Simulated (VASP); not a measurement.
The system is InSe.

```xyz
4
Lattice="5.8264 -2.0546 0.0000 5.8264 2.0546 0.0000 -1.7232 0.0000 4.7713" Properties=species:S:1:pos:R:3 pbc="T T T"
In   10.2693    0.0000    0.2235
In   -0.3398    0.0000    4.5479
Se    6.5489    0.0000    3.1918
Se    3.3807    0.0000    1.5795
```

The cell comes from a database or a generator and needn't be the stable form of this composition.

| Item | Value |
| --- | --- |
| Program | VASP 6.6.1 |
| Task | relaxation of cell and atoms |
| Functional | PBE |
| Potentials or basis | VASP PAW PBE potentials, release 64 (In_d, Se) |
| Cutoff | 600 eV |
| k mesh | 5 × 5 × 5 |
| Occupations | fermi-dirac, width 0.05 eV |
| Spin | no spin polarisation |

At the start: pressure 1.6 GPa; volume 28.56 Å³/atom.

Q: Where does the relaxation end?

A: Over 38 steps the energy falls by 6.5 meV/atom and the volume is 31.87 Å³/atom (+11.6 %); space group C2/m (No. 12, to 0.05 Å).

The path:
| step | energy change (eV) | largest force (eV/Å) | pressure (GPa) | volume (Å³) |
| --- | --- | --- | --- | --- |
| 1 | 0.0000 | 0.2475 | 1.57 | 114.24 |
| 2 | -0.0126 | 0.2100 | -0.66 | 118.92 |
| 3 | -0.0168 | 0.1200 | 0.05 | 117.31 |
| 4 | -0.0179 | 0.0519 | 0.03 | 117.58 |
| 5 | -0.0183 | 0.0253 | 0.00 | 117.89 |
| 6 | -0.0189 | 0.0245 | 0.00 | 118.07 |
| 7 | -0.0192 | 0.0519 | 0.00 | 118.31 |
| 8 | -0.0196 | 0.0388 | 0.04 | 118.41 |
| 9 | -0.0202 | 0.0224 | 0.17 | 118.63 |
| 10 | -0.0198 | 0.0562 | 0.42 | 119.05 |
| 11 | -0.0203 | 0.0282 | 0.24 | 118.76 |
| 12 | -0.0205 | 0.0276 | 0.23 | 118.87 |
| 13 | -0.0209 | 0.0280 | 0.19 | 119.18 |
| 14 | -0.0217 | 0.0349 | 0.11 | 119.81 |
| 15 | -0.0225 | 0.0601 | -0.03 | 121.07 |
| 16 | -0.0220 | 0.1170 | -0.28 | 123.59 |
| 17 | -0.0227 | 0.0772 | -0.11 | 121.89 |
| 18 | -0.0232 | 0.0411 | -0.04 | 122.28 |
| 19 | -0.0235 | 0.0330 | 0.04 | 122.75 |
| 20 | -0.0239 | 0.0304 | 0.03 | 123.11 |
| 21 | -0.0246 | 0.0264 | 0.02 | 123.94 |
| 22 | -0.0250 | 0.0488 | 0.03 | 125.57 |
| 23 | -0.0252 | 0.0454 | -0.08 | 126.50 |
| 24 | -0.0252 | 0.0314 | -0.05 | 126.15 |
| 25 | -0.0255 | 0.0153 | 0.05 | 126.20 |
| 26 | -0.0255 | 0.0163 | 0.07 | 126.21 |
| 27 | -0.0256 | 0.0168 | 0.00 | 126.67 |
| 28 | -0.0256 | 0.0165 | 0.00 | 126.66 |
| 29 | -0.0257 | 0.0134 | 0.00 | 126.77 |
| 30 | -0.0258 | 0.0142 | 0.01 | 126.98 |
| 31 | -0.0258 | 0.0400 | 0.03 | 127.39 |
| 32 | -0.0258 | 0.0227 | 0.02 | 127.12 |
| 33 | -0.0258 | 0.0187 | 0.01 | 127.19 |
| 34 | -0.0259 | 0.0089 | -0.02 | 127.41 |
| 35 | -0.0258 | 0.0209 | -0.07 | 127.84 |
| 36 | -0.0259 | 0.0077 | -0.03 | 127.52 |
| 37 | -0.0259 | 0.0062 | -0.02 | 127.50 |
| 38 | -0.0259 | 0.0049 | 0.00 | 127.47 |

Final structure:
```xyz
4
Lattice="5.7547 -2.0674 -0.0418 5.7547 2.0674 -0.0418 -1.7416 0.0000 5.3699" Properties=species:S:1:pos:R:3 pbc="T T T"
In   10.1279    0.0000    0.2118
In   -0.3601    0.0000    5.0744
Se    6.4566    0.0000    3.6639
Se    3.3112    0.0000    1.6222
```
